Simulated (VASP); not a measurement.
# ZrN (Fm-3m) in VASP: notebook, part 2 of 2

VASP 6.6.1.

### 3 Optical spectrum, PBE

INCAR reads:

```
ALGO = Normal
CSHIFT = 0.1
EDIFF = 1E-6
ENCUT = 520
GGA = PE
ISIF = 2
ISMEAR = -1
LASPH = True
LCHARG = False
LOPTICS = True
LREAL = False
LWAVE = False
NBANDS = 40
NEDOS = 2000
NELM = 80
PREC = Accurate
SIGMA = 0.05
```

KPOINTS reads:

```
k-points
0
Gamma
  20 20 20
```

POSCAR reads:

```
ZrN
1.0
    0.0000000000      2.2875000000      2.2875000000
    2.2875000000      0.0000000000      2.2875000000
    2.2875000000      2.2875000000      0.0000000000
Zr N
1 1
Direct
    0.0000000000      0.0000000000      0.0000000000
    0.5000000000      0.5000000000      0.5000000000
```

Potentials or basis: VASP PAW PBE potentials, release 64 (Zr_sv, N).

On the command line:

```
$ cat potpaw_PBE.64/Zr_sv/POTCAR potpaw_PBE.64/N/POTCAR > POTCAR
$ mpirun -np 1 vasp_std > vasp.out
```

OUTCAR:

```text
EDIFF = 1E-6
   ENCUT = 520
   GGA = PE
   ISIF = 2
   ISMEAR = -1
   LASPH = True
   LREAL = False
   NELM = 80
   PREC = Accurate

 ion  position               nearest neighbor table
   1  0.000  0.000  0.000-   2 2.29   2 2.29   2 2.29   2 2.29   2 2.29   2 2.29
   2  0.500  0.500  0.500-   1 2.29   1 2.29   1 2.29   1 2.29   1 2.29   1 2.29

  LATTYP: Found a face centered cubic cell.
 ALAT       =     4.5750000000

  Lattice vectors:

 A1 = (   0.0000000000,   2.2875000000,   2.2875000000)
 A2 = (   2.2875000000,   0.0000000000,   2.2875000000)
 A3 = (   2.2875000000,   2.2875000000,   0.0000000000)

Analysis of symmetry for initial positions (statically):
=====================================================================
 Subroutine PRICEL returns:
 Original cell was already a primitive cell.

 Routine SETGRP: Setting up the symmetry group for a
 face centered cubic supercell.

 Subroutine GETGRP returns: Found 48 space group operations
 (whereof 48 operations were pure point group operations)
 out of a pool of 48 trial point group operations.

The static configuration has the point symmetry O_h .
[... 745 lines left out ...]
      0.00000      0.00000      0.00000        -0.000000      0.000000      0.000000
      2.28750      2.28750      2.28750         0.000000     -0.000000     -0.000000
 -----------------------------------------------------------------------------------
    total drift:                                0.000000     -0.000000     -0.000000

  FREE ENERGIE OF THE ION-ELECTRON SYSTEM (eV)
  ---------------------------------------------------
  free  energy   TOTEN  =       -20.3686653926 eV

  energy  without entropy=      -20.3628501609  energy(sigma->0) =      -20.36575778

 electrical conductivity sigma (Mega S m-1) (frequency dependency in vasprun.xml)
  --------------------------------------------------------------------------------------
         NaN         NaN         NaN
         NaN         NaN         NaN
         NaN         NaN         NaN

  frequency dependent IMAGINARY DIELECTRIC FUNCTION (independent particle, no local field effects) density-density
     E(ev)      X         Y         Z        XY        YZ        ZX
  --------------------------------------------------------------------------------------------------------------
     0.00000     0.00000     0.00000     0.00000     0.00000     0.00000     0.00000
     1.28180     1.10040     1.10040     1.10040    -0.00000    -0.00000    -0.00000
     2.56360     0.61411     0.61411     0.61411    -0.00000    -0.00000    -0.00000
     3.84540     2.32937     2.32937     2.32937     0.00000    -0.00000    -0.00000
     5.12720     6.83976     6.83976     6.83976    -0.00000     0.00000    -0.00000
     6.40900     7.78261     7.78261     7.78261    -0.00000    -0.00000    -0.00000
[... 92 lines left out ...]
   125.61641     0.00009     0.00009     0.00009    -0.00000    -0.00000    -0.00000
   126.89821     0.00009     0.00009     0.00009    -0.00000    -0.00000    -0.00000

  frequency dependent      REAL DIELECTRIC FUNCTION (independent particle, no local field effects) density-density
     E(ev)        X           Y           Z          XY          YZ          ZX
  --------------------------------------------------------------------------------------------------------------
     0.00000   222.76391   222.76391   222.76391    -0.00000    -0.00000     0.00000
     1.28180     3.10680     3.10680     3.10680     0.00000     0.00000     0.00000
     2.56360     6.77248     6.77248     6.77248     0.00000     0.00000     0.00000
     3.84540     8.65087     8.65087     8.65087     0.00000     0.00000     0.00000
     5.12720     9.20128     9.20128     9.20128     0.00000    -0.00000    -0.00000
     6.40900     5.03302     5.03302     5.03302     0.00000     0.00000    -0.00000
[... 92 lines left out ...]
   125.61641     0.94765     0.94765     0.94765     0.00000     0.00000    -0.00000
   126.89821     0.94876     0.94876     0.94876     0.00000     0.00000    -0.00000

  frequency dependent IMAGINARY DIELECTRIC FUNCTION (independent particle, no local field effects) current-current
     E(ev)      X         Y         Z        XY        YZ        ZX
  --------------------------------------------------------------------------------------------------------------
     0.00000   142.32550   142.32550   142.32550     0.00000     0.00000    -0.00000
     1.28180     1.38988     1.38988     1.38988    -0.00000    -0.00000    -0.00000
     2.56360     1.06233     1.06233     1.06233     0.00000     0.00000    -0.00000
     3.84540     2.73127     2.73127     2.73127     0.00000     0.00000    -0.00000
     5.12720     7.17696     7.17696     7.17696     0.00000     0.00000    -0.00000
     6.40900     7.90590     7.90590     7.90590     0.00000     0.00000     0.00000
[... 92 lines left out ...]
   125.61641     0.00001     0.00001     0.00001    -0.00000    -0.00000     0.00000
   126.89821     0.00000     0.00000     0.00000    -0.00000    -0.00000     0.00000

  frequency dependent      REAL DIELECTRIC FUNCTION (independent particle, no local field effects) current-current
     E(ev)        X           Y           Z          XY          YZ          ZX
  --------------------------------------------------------------------------------------------------------------
     0.00000   -41.23436   -41.23436   -41.23436    -0.00000    -0.00000    -0.00000
     1.28180     6.00829     6.00829     6.00829    -0.00000    -0.00000     0.00000
     2.56360     7.48861     7.48861     7.48861     0.00000    -0.00000     0.00000
     3.84540     8.85647     8.85647     8.85647     0.00000     0.00000    -0.00000
     5.12720     9.10541     9.10541     9.10541     0.00000     0.00000     0.00000
     6.40900     4.91423     4.91423     4.91423    -0.00000    -0.00000     0.00000
[... 92 lines left out ...]
   125.61641     0.94796     0.94796     0.94796    -0.00000     0.00000    -0.00000
   126.89821     0.94907     0.94907     0.94907    -0.00000     0.00000    -0.00000
```

OSZICAR:

```text
N       E                     dE             d eps       ncg     rms          rms(c)
DAV:   1     0.147295903654E+03    0.14730E+03   -0.68928E+03 20592   0.423E+02
DAV:   2    -0.184224679620E+02   -0.16572E+03   -0.15180E+03 24312   0.172E+02
DAV:   3    -0.237644242133E+02   -0.53420E+01   -0.52819E+01 25256   0.292E+01
DAV:   4    -0.238317979658E+02   -0.67374E-01   -0.67352E-01 23328   0.285E+00
DAV:   5    -0.238325818653E+02   -0.78390E-03   -0.78389E-03 24648   0.267E-01    0.220E+01
DAV:   6    -0.205621425170E+02    0.32704E+01   -0.11440E+00 28696   0.101E+01    0.102E+01
DAV:   7    -0.203952319210E+02    0.16691E+00   -0.15616E-01 23448   0.203E+00    0.631E+00
DAV:   8    -0.203703670281E+02    0.24865E-01   -0.76339E-02 26600   0.144E+00    0.114E+00
DAV:   9    -0.203685201166E+02    0.18469E-02   -0.48027E-03 23264   0.465E-01    0.454E-01
DAV:  10    -0.203687418142E+02   -0.22170E-03   -0.15611E-03 24088   0.189E-01    0.152E-01
DAV:  11    -0.203686618487E+02    0.79965E-04   -0.63385E-05 23776   0.412E-02    0.386E-02
DAV:  12    -0.203686664493E+02   -0.46006E-05   -0.66740E-06 30432   0.119E-02    0.208E-02
DAV:  13    -0.203686653636E+02    0.10857E-05   -0.88407E-07 22488   0.577E-03    0.152E-03
DAV:  14    -0.203686653926E+02   -0.28952E-07   -0.36509E-08 15344   0.882E-04
   1 F= -.20368665E+02 E0= -.20365758E+02  d E =-.581523E-02
 imaginary and real dielectric function
```

Wall time 67 s (1 thread of Intel Xeon 6975P-C (Granite Rapids), shared host); peak memory 0.44 GiB.

What came out:

* Free energy: -20.3687 eV
* Pressure: 3.6 GPa
* Band gap on the k mesh: none (metal or under the smearing width)

Dielectric function (mean over the directions given):
| energy (eV) | real part | imaginary part |
| --- | --- | --- |
| 0.26 | -29.28 | 79.52 |
| 0.90 | -0.15 | 2.39 |
| 1.60 | 4.77 | 0.52 |
| 2.24 | 6.36 | 0.75 |
| 2.95 | 7.59 | 1.07 |
| 3.65 | 8.78 | 1.77 |
| 4.29 | 10.05 | 2.56 |
| 5.00 | 9.44 | 6.03 |
| 5.64 | 7.53 | 7.66 |
| 6.34 | 4.95 | 7.93 |
| 7.05 | 3.81 | 7.55 |
| 7.69 | 2.68 | 8.65 |
| 8.40 | 1.24 | 8.24 |
| 9.10 | -0.34 | 8.19 |
| 9.74 | -2.46 | 7.49 |
| 10.45 | -2.86 | 4.11 |
| 11.09 | -3.01 | 3.51 |
| 11.79 | -2.18 | 1.42 |
| 12.50 | -1.23 | 1.10 |
| 13.14 | -0.49 | 0.82 |
| 13.84 | 0.12 | 0.92 |
| 14.55 | 0.57 | 1.01 |
| 15.19 | 0.62 | 1.34 |
| 15.89 | 0.76 | 1.43 |
| 16.54 | 0.54 | 1.74 |
| 17.24 | 0.39 | 1.66 |
| 17.95 | 0.16 | 1.55 |
| 18.59 | 0.05 | 1.31 |
| 19.29 | 0.12 | 1.21 |
| 20.00 | 0.05 | 1.00 |

Caveat: independent-particle spectra lack excitons; the intraband (Drude) part of a metal's response may be missing.
